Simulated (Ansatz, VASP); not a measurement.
## Nb4N4O (O on NbN(001)): VASP beside Ansatz

Wanted: the spread between two codes on one cell, functional and k mesh. The structure shown is the end of the VASP relaxation below.

Program: Ansatz 0.2.0. Level of theory: plane waves, with VASP 6.6.1 beside it; single point at PBEsol. Results are calculated unless marked as measured.

## (1) The starting structure

The cell holds 36 atoms: 16 Nb, 16 N and 4 O. Its edges and angles: a = 6.208 Å, b = 6.208 Å, c = 24.285 Å, α = 90.0°, β = 90.0°, γ = 90.0°. It derives from NbN. Vacuum lies along c.

As a file:

```xyz
36
Lattice="6.2084 0.0000 0.0000 0.0000 6.2084 0.0000 0.0000 0.0000 24.2850" Properties=species:S:1:pos:R:3
Nb    0.0000    0.0000    8.0000
Nb    0.0000    3.1042    8.0000
Nb    3.1042    0.0000    8.0000
Nb    3.1042    3.1042    8.0000
Nb    1.5521    1.5521   10.1950
Nb    1.5521    4.6563   10.1950
Nb    4.6563    1.5521   10.1950
Nb    4.6563    4.6563   10.1950
Nb    0.0000    0.0000   12.3995
Nb    0.0000    3.1042   12.3995
Nb    3.1042    0.0000   12.3995
Nb    3.1042    3.1042   12.3995
Nb    1.5521    1.5521   15.0169
Nb    1.5521    4.6563   15.0169
Nb    4.6563    1.5521   15.0169
Nb    4.6563    4.6563   15.0169
N     1.5521    1.5521    8.0000
N     1.5521    4.6563    8.0000
N     4.6563    1.5521    8.0000
N     4.6563    4.6563    8.0000
N     0.0000    0.0000   10.1950
N     0.0000    3.1042   10.1950
N     3.1042    0.0000   10.1950
N     3.1042    3.1042   10.1950
N     1.5521    1.5521   12.4732
N     1.5521    4.6563   12.4732
N     4.6563    1.5521   12.4732
N     4.6563    4.6563   12.4732
N     0.0000    0.0000   14.5750
N     0.0000    3.1042   14.5750
N     3.1042    0.0000   14.5750
N     3.1042    3.1042   14.5750
O     1.5521    1.5521   16.7047
O     1.5521    4.6563   16.7047
O     4.6563    1.5521   16.7047
O     4.6563    4.6563   16.7047
```

## (2) VASP: relaxation, PBEsol

This run makes the geometry at which the two programs are then compared.

Lines of VASP's logs that name or quote its potential files are left out, and so is its time.

INCAR

```
SYSTEM = Nb4N4O
PREC = Normal
ENCUT = 400
EDIFF = 1E-05
NELM = 120
ISMEAR = 1
SIGMA = 0.1
LREAL = Auto
ALGO = Fast
GGA = PS
NBANDS = 184
LASPH = .TRUE.
LORBIT = 11
LWAVE = .FALSE.
LCHARG = .FALSE.
KPAR = 4
NCORE = 2
IBRION = 2
NSW = 80
ISIF = 2
EDIFFG = -0.04
POTIM = 0.4
MAXMIX = 40
IDIPOL = 3
LDIPOL = .TRUE.
DIPOL = 0.5 0.5 0.488
ISYM = 2
```

POSCAR

```
Nb4N4O
1.0
    6.2083975390      0.0000000000      0.0000000000
    0.0000000000      6.2083975390      0.0000000000
    0.0000000000      0.0000000000     24.2850000000
Nb N O
16 16 4
Selective dynamics
Direct
    0.0000000000      0.0000000000      0.3294214540  F F F
    0.0000000000      0.5000000000      0.3294214540  F F F
    0.5000000000      0.0000000000      0.3294214540  F F F
    0.5000000000      0.5000000000      0.3294214540  F F F
    0.2500000000      0.2500000000      0.4198064650  F F F
    0.2500000000      0.7500000000      0.4198064650  F F F
    0.7500000000      0.2500000000      0.4198064650  F F F
    0.7500000000      0.7500000000      0.4198064650  F F F
    0.0000000000      0.0000000000      0.5101914760  T T T
    0.0000000000      0.5000000000      0.5101914760  T T T
    0.5000000000      0.0000000000      0.5101914760  T T T
    0.5000000000      0.5000000000      0.5101914760  T T T
    0.2500000000      0.2500000000      0.6005764880  T T T
    0.2500000000      0.7500000000      0.6005764880  T T T
    0.7500000000      0.2500000000      0.6005764880  T T T
    0.7500000000      0.7500000000      0.6005764880  T T T
    0.2500000000      0.2500000000      0.3294214540  F F F
    0.2500000000      0.7500000000      0.3294214540  F F F
    0.7500000000      0.2500000000      0.3294214540  F F F
    0.7500000000      0.7500000000      0.3294214540  F F F
    0.0000000000      0.0000000000      0.4198064650  F F F
    0.0000000000      0.5000000000      0.4198064650  F F F
    0.5000000000      0.0000000000      0.4198064650  F F F
    0.5000000000      0.5000000000      0.4198064650  F F F
    0.2500000000      0.2500000000      0.5101914760  T T T
    0.2500000000      0.7500000000      0.5101914760  T T T
    0.7500000000      0.2500000000      0.5101914760  T T T
    0.7500000000      0.7500000000      0.5101914760  T T T
    0.0000000000      0.0000000000      0.6005764880  T T T
    0.0000000000      0.5000000000      0.6005764880  T T T
    0.5000000000      0.0000000000      0.6005764880  T T T
    0.5000000000      0.5000000000      0.6005764880  T T T
    0.2500000000      0.2500000000      0.6705785460  T T T
    0.2500000000      0.7500000000      0.6705785460  T T T
    0.7500000000      0.2500000000      0.6705785460  T T T
    0.7500000000      0.7500000000      0.6705785460  T T T
```

KPOINTS

```
Automatic mesh
0
Gamma
4 4 1
0 0 0
```

Potentials, in the order of the species: Nb_sv, N and O (PBE family, release 64).

Launch:

```console
> mpirun -np 8 vasp_std
```

Numbers of over 12 decimals in the logs are rounded to 6 here.

What it wrote:

```text
[banner, memory and clock lines left out]
running    8 mpi-ranks, on    1 nodes
[...]
|                                                                             |
|               ----> ADVICE to this user running VASP <----                  |
|                                                                             |
|     You enforced a specific xc type in the INCAR file but a different       |
|     [... a line on the potential file left out ...]
|     I HOPE YOU KNOW WHAT YOU ARE DOING!                                     |
|                                                                             |

 LDA part: xc-table for (Slater+PW92), standard interpolation
 POSCAR, INCAR and KPOINTS ok, starting setup
[...]
entering main loop
       N       E                     dE             d eps       ncg     rms          rms(c)
DAV:   1     0.323317028487E+04    0.32332E+04   -0.15477E+05  2632   0.132E+03
DAV:   2    -0.819985357337E+02   -0.33152E+04   -0.32420E+04  2840   0.528E+02
[...]
RMM:  32    -0.371347516432E+03   -0.19820E-03   -0.20099E-03  2337   0.318E-02    0.308E-02
RMM:  33    -0.371347682970E+03   -0.16654E-03   -0.16725E-03  2167   0.268E-02    0.334E-02
WARNING in EDDRMM: call to ZHEGV failed, returncode =   6  3    141
RMM:  34    -0.371347812248E+03   -0.12928E-03   -0.13183E-03  2015   0.232E-02    0.357E-02
[...]
WARNING in EDDRMM: call to ZHEGV failed, returncode =   6  3    109
RMM:   8    -0.375287997443E+03   -0.52233E-05   -0.33213E-05  1616   0.982E-03
  17 F= -.37528800E+03 E0= -.37528078E+03  d E =-.376677E-02
[...]
WARNING in EDDRMM: call to ZHEGV failed, returncode =   6  3    141
[... from here on, the cycles between the ionic steps are left out ...]
  18 F= -.37529559E+03 E0= -.37528883E+03  d E =-.113544E-01
  19 F= -.37529350E+03 E0= -.37528787E+03  d E =-.927041E-02
  20 F= -.37529741E+03 E0= -.37529113E+03  d E =-.131788E-01
  21 F= -.37529877E+03 E0= -.37529249E+03  d E =-.135617E-02
  22 F= -.37529898E+03 E0= -.37529270E+03  d E =-.157278E-02
  23 F= -.37529899E+03 E0= -.37529271E+03  d E =-.157580E-02
  24 F= -.37529939E+03 E0= -.37529304E+03  d E =-.409668E-03
  25 F= -.37529991E+03 E0= -.37529335E+03  d E =-.920164E-03
[...]
reached required accuracy - stopping structural energy minimisation
```

From OUTCAR (step 2):

```text
  Total      -49.6262283    -49.6262283    -17.5715624      0.0000000      0.0000000      0.0000000
  in kB      -84.9424352    -84.9424352    -30.0762592      0.0000000      0.0000000      0.0000000
  external PRESSURE =     -66.6537099 kB  Pullay stress =       0.0000000 kB

 POSITION                                       TOTAL-FORCE (eV/Angst)
 -----------------------------------------------------------------------------------
      0.00000      0.00000      8.00000        -0.000000      0.000000      2.299336
      0.00000      3.10420      8.00000        -0.000000      0.000000      2.299336
      3.10420      0.00000      8.00000         0.000000      0.000000      2.299336
      3.10420      3.10420      8.00000        -0.000000      0.000000      2.299336
      1.55210      1.55210     10.19500        -0.000000     -0.000000      0.592222
      1.55210      4.65630     10.19500        -0.000000     -0.000000      0.592222
      4.65630      1.55210     10.19500         0.000000      0.000000      0.592222
      4.65630      4.65630     10.19500         0.000000     -0.000000      0.592222
      0.00000      0.00000     12.39953        -0.000000      0.000000      0.005857
      0.00000      3.10420     12.39953        -0.000000     -0.000000      0.005857
      3.10420      0.00000     12.39953        -0.000000      0.000000      0.005857
      3.10420      3.10420     12.39953        -0.000000     -0.000000      0.005857
      1.55210      1.55210     15.01692         0.000000     -0.000000      0.003312
      1.55210      4.65630     15.01692        -0.000000      0.000000      0.003312
[...]
-----------------------------------------------------------------------------------
    total drift:                                0.000000      0.000000     -0.114262

  FREE ENERGIE OF THE ION-ELECTRON SYSTEM (eV)
  ---------------------------------------------------
  free  energy   TOTEN  =      -375.2999054091 eV

  energy  without entropy=     -375.2802445397  energy(sigma->0) =     -375.29335179

 reached required accuracy - stopping structural energy minimisation

[... 3 further parts left out ...]
[key lines of the parts left out:]
E-fermi :   1.7852
```

The run keeps the 8 symmetry operations of its start, so it cannot find a distortion of lower symmetry.

(Part 1 of 2 ends here.)

[Lines on the potential files, build, host, timing and source positions are cut from VASP's logs without a mark.]

[Logs are printed without paths, hosts, clocks, repeated set-up lines and the standing remarks that a program may print on its own settings, such as how far it seeks lower states.]

[Hosts, paths, dates, database ids (printed as entryN), source tags and the programs' standing remarks are cut or masked in the printed files.]
